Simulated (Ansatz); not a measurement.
**Sr under changes of volume**

One of the cells (56.319 Å³/atom); the others are scaled copies at fixed shape and fractional positions:

```xyz
1
Lattice="0.0000 3.0423 3.0423 3.0423 0.0000 3.0423 3.0423 3.0423 0.0000" Properties=species:S:1:pos:R:3 pbc="T T T"
Sr    0.0000    0.0000    0.0000
```

| Property | Result |
| --- | --- |
| Program | Ansatz 0.2.0 |
| Functional | revPBE |
| Potentials or basis | Ansatz PAW |
| Cutoff | 420 eV (not typed: the program's choice for these potentials) |
| k mesh | 8 × 8 × 8 |
| Occupations | gaussian, width 0.025 eV |
| Spin | spin-orbit coupling, no magnetisation |

```tsv
volume (Å³/atom)	energy over the lowest point (meV/atom)	pressure (GPa)
52.940	11.18	1.0
54.067	5.51	0.7
55.193	?	?
56.319	0.08	0.1
57.446	0.00	-0.1
58.572	1.45	-0.3
59.698	4.07	-0.4
```

**Question.** What does the run at 55.193 Å³/atom give?

**Answer.** Energy over the lowest point 1.87 meV/atom; pressure 0.4 GPa.

Worked out: A Birch-Murnaghan fit of order 3 (a polynomial in V^(-2/3)) to the other rows has its minimum at 56.94 Å³/atom with B0 = V·E''(V) = 11.2 GPa and B' = 4.9. It gives 1.86 meV/atom at 55.193 Å³/atom, against the run's 1.87, and -dE/dV = 0.4 GPa, against 0.4.

Energies are extrapolated to zero smearing.

Caveats: the PAW data sets come from PBE, with cores solved anew for the run's functional, which leaves a small shift of forces and pressure.
